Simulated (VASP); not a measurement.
# Ba: intraband terms of a metal's spectrum

Ba, P4/mmm (no. 123), 1 atom in the cell. PBE, independent-particle dielectric function; PAW potentials Ba_sv (PBE set).

## Input

INCAR.step1:
```
SYSTEM = Ba
  PREC = Accurate
  ENCUT = 230
  ISMEAR = 1
  SIGMA = 0.1
  EDIFF = 1E-7
  LASPH = .TRUE.
  KPAR = 4
  LWAVE = .FALSE.
  LCHARG = .TRUE.
  LMAXMIX = 4
```

INCAR.step2:
```
SYSTEM = Ba
  PREC = Accurate
  ENCUT = 230
  ISMEAR = 0
  SIGMA = 0.3
  EDIFF = 1E-6
  LASPH = .TRUE.
  KPAR = 4
  LWAVE = .TRUE.
  LCHARG = .FALSE.
  LMAXMIX = 4
  ICHARG = 11
  NBANDS = 19
  NEDOS = 3000
  OMEGAMAX = 30
  CSHIFT = 0.1
```

INCAR.step3, as INCAR.step2 but for:
```
- LWAVE = .TRUE.
+ LWAVE = .FALSE.
+ LOPTICS = .TRUE.
+ ALGO = None
+ NELM = 1
+ ISTART = 1
```

INCAR.step4, as INCAR.step3 but for:
```
+ WPLASMAI = 0.03
```

INCAR.step5 to INCAR.step6 change the same tag again: WPLASMAI = 0.1, 0.3.

INCAR.step7, as INCAR.step6 but for:
```
- WPLASMAI = 0.3
+ RTIME = 40
```

INCAR.step8, as INCAR.step7 but for:
```
- RTIME = 40
+ RTIME = 5
```

INCAR.step9, as INCAR.step8 but for:
```
- RTIME = 5
+ LNABLA = .TRUE.
```

INCAR.step10, as INCAR.step9 but for:
```
- ISMEAR = 0
- LNABLA = .TRUE.
+ ISMEAR = -5
```

KPOINTS.step1:
```
k-points
0
Gamma
  7 7 7
```

KPOINTS.step2:
```
k-points
0
Gamma
  17 17 19
```

POSCAR:
```
Ba
1.0
    3.9996500000      0.0000000000      0.0000000000
    0.0000000000      3.9996500000      0.0000000000
    0.0000000000      0.0000000000      3.6055390000
Ba
1
Direct
    0.5000000000      0.5000000000      0.5000000000
```

Commands (each step's output is kept before the next begins):
```
cat potpaw_PBE.64/Ba_sv/POTCAR > POTCAR
cp INCAR.step1 INCAR
cp KPOINTS.step1 KPOINTS
mpirun -np 4 vasp_std > vasp.out
cp INCAR.step2 INCAR
cp KPOINTS.step2 KPOINTS
mpirun -np 4 vasp_std > vasp.out
cp INCAR.step3 INCAR
mpirun -np 4 vasp_std > vasp.out
cp INCAR.step4 INCAR
mpirun -np 4 vasp_std > vasp.out
cp INCAR.step5 INCAR
mpirun -np 4 vasp_std > vasp.out
cp INCAR.step6 INCAR
mpirun -np 4 vasp_std > vasp.out
cp INCAR.step7 INCAR
mpirun -np 4 vasp_std > vasp.out
cp INCAR.step8 INCAR
mpirun -np 4 vasp_std > vasp.out
cp INCAR.step9 INCAR
mpirun -np 4 vasp_std > vasp.out
cp INCAR.step10 INCAR
mpirun -np 4 vasp_std > vasp.out
```

## Result

- Bands: 19

One ground state, settings moved in the last step alone:

| Settings | Plasma frequency (eV) | Im ε at 0.5 eV | Im ε at 1 eV | Im ε at 2 eV | Im ε at 4 eV | Time (s) |
|---|---|---|---|---|---|---|
| interband part alone | 2.77 | 26.3 | 28.5 | 8.5 | 3.3 | 17 |
| Drude term, WPLASMAI 0.03 | 2.77 | 28.1 | 28.7 | 8.5 | 3.3 | 17 |
| Drude term, WPLASMAI 0.1 | 2.77 | 32.2 | 29.3 | 8.6 | 3.3 | 17 |
| Drude term, WPLASMAI 0.3 | 2.77 | 39.9 | 30.6 | 8.8 | 3.3 | 16 |
| relaxation time RTIME 40 fs | 2.77 | 27.3 | 28.6 | 8.5 | 3.3 | 14 |
| relaxation time RTIME 5 fs | 2.77 | 33.9 | 29.5 | 8.6 | 3.3 | 16 |
| transversal form (LNABLA) | 2.76 | 25.9 | 28.1 | 8.4 | 3.3 | 14 |
| tetrahedron method | – | – | – | – | – | no result |

Limits: Spin-orbit coupling is left out, which can matter with atoms this heavy.

VASP 6.6.1 took 141 s on 4 cores (AMD EPYC 7R43 (Zen 3)), a shared host.
